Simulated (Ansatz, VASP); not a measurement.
InPd: VASP beside Ansatz

INCAR

```
ALGO = Normal ; EDIFF = 1E-7
ENCUT = 520 ; ISIF = 2
ISMEAR = 0 ; LASPH = T
LCHARG = F ; LREAL = F
LWAVE = F ; NBANDS = 18
NELM = 60 ; PREC = Accurate
SIGMA = 0.15
```

File KPOINTS:

```
k-points
0
Gamma
  16 16 16
```

The input POSCAR:

```
InPd
1.0
    3.2718847800      0.0000000000      0.0000000000
    0.0000000000      3.2718847800      0.0000000000
    0.0000000000      0.0000000000      3.2718847800
In Pd
1 1
Direct
    0.0000000000      0.0000000000      0.0000000000
    0.5000000000      0.5000000000      0.5000000000
```

Input for Ansatz:

```yaml
crystal:
  lattice:
    - [3.27188478, 0.0, 0.0]
    - [0.0, 3.27188478, 0.0]
    - [0.0, 0.0, 3.27188478]
  atoms:
    - { symbol: In, position: [0.0, 0.0, 0.0] }
    - { symbol: Pd, position: [0.5, 0.5, 0.5] }
basis:
  ecutwfc: 420
kpoints:
  mp_grid: { grid: [16, 16, 16] }
hamiltonian:
  xc: lda
scf:
  occupations: { method: gaussian, width: 0.15 }
output:
  forces: true
  stress: true
  eigenvalues: true
```

The cell comes from a database or a generator and needn't be the stable form of this composition.

Alike in both runs: task single point; functional LDA; k mesh 16 × 16 × 16; occupations gaussian, width 0.15 eV; no spin polarisation.

|  | VASP | Ansatz |
| --- | --- | --- |
| version | VASP 6.6.1 | Ansatz 0.2.0 |
| potentials or method | VASP PAW LDA potentials, release 64 (In_d, Pd) | scalar-relativistic, plane waves, PAW |
| plane-wave cutoff (eV) | 520 | 420 |
| valence electrons in the cell | 23 | 31 |

```csv
,VASP,Ansatz,Ansatz less VASP
gap on the k mesh at the Fermi level (eV),none,none,-
pressure (GPa),-6.5,-6.9,-0.36
```

A gap of «none» marks a metal or a gap that the smearing closes. The two sets of potentials don't hold the same shells in valence.
